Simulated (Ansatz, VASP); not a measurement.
**Two plane-wave programs on Rh**

File INCAR:

```
SYSTEM = Rh
  PREC = Accurate
  ENCUT = 520
  EDIFF = 1E-7
  ISMEAR = -1
  SIGMA = 0.05
  LREAL = .False.
  LASPH = .True.
  NELM = 100
  ALGO = Normal
  ISIF = 2
  LWAVE = .False.
  LCHARG = .False.
  GGA = PS
  NBANDS = 14
```

The input KPOINTS:

```
Automatic mesh
0
Gamma
  12 12 12
  0 0 0
```

The input POSCAR:

```
Rh
1.0
    0.0000000000      1.8722002341      1.8722002341
    1.8722002341      0.0000000000      1.8722002341
    1.8722002341      1.8722002341      0.0000000000
Rh
1
Direct
    0.0000000000      0.0000000000      0.0000000000
```

Contents of input.yaml:

```yaml
crystal:
  lattice:
    - [0.0, 1.8722002341, 1.8722002341]
    - [1.8722002341, 0.0, 1.8722002341]
    - [1.8722002341, 1.8722002341, 0.0]
  atoms:
    - { symbol: Rh, position: [0.0, 0.0, 0.0] }
hamiltonian:
  xc: pbesol
  pseudopotentials: { kind: paw }
kpoints:
  mp_grid: { grid: [12, 12, 12] }
scf:
  occupations: { method: fermi_dirac, width: 0.05 }
output:
  forces: true
  stress: true
  eigenvalues: true
  write_density: true
  write_potential: true
  elf: true
  volumetric_format: npy
```

Change from the starting cell: volume scaled by 0.96.

Alike in both runs: task single point; functional PBEsol; k mesh 12 × 12 × 12; occupations fermi-dirac, width 0.05 eV; no spin polarisation.

|  | VASP | Ansatz |
| --- | --- | --- |
| version | VASP 6.6.1 | Ansatz 0.2.0 |
| potentials or method | VASP PAW PBE potentials, release 64 (Rh_pv) | Ansatz PAW |
| plane-wave cutoff (eV) | 520 | 420 |
| valence electrons in the cell | 15 | 17 |

|  | VASP | Ansatz | Ansatz less VASP |
| --- | --- | --- | --- |
| gap on the k mesh at the Fermi level (eV) | none | none | - |
| pressure (GPa) | 8.8 | 8.9 | +0.08 |

A gap of «none» marks a metal or a gap that the smearing closes. With one functional, cell and mesh, what is left measures potentials, basis and numerics. The two sets of potentials don't hold the same shells in valence.

Caveats: the PAW data sets were made with another functional, which shifts forces and pressure a little (VASP); the PAW data sets come from PBE, with cores solved anew for the run's functional, which leaves a small shift of forces and pressure (Ansatz).
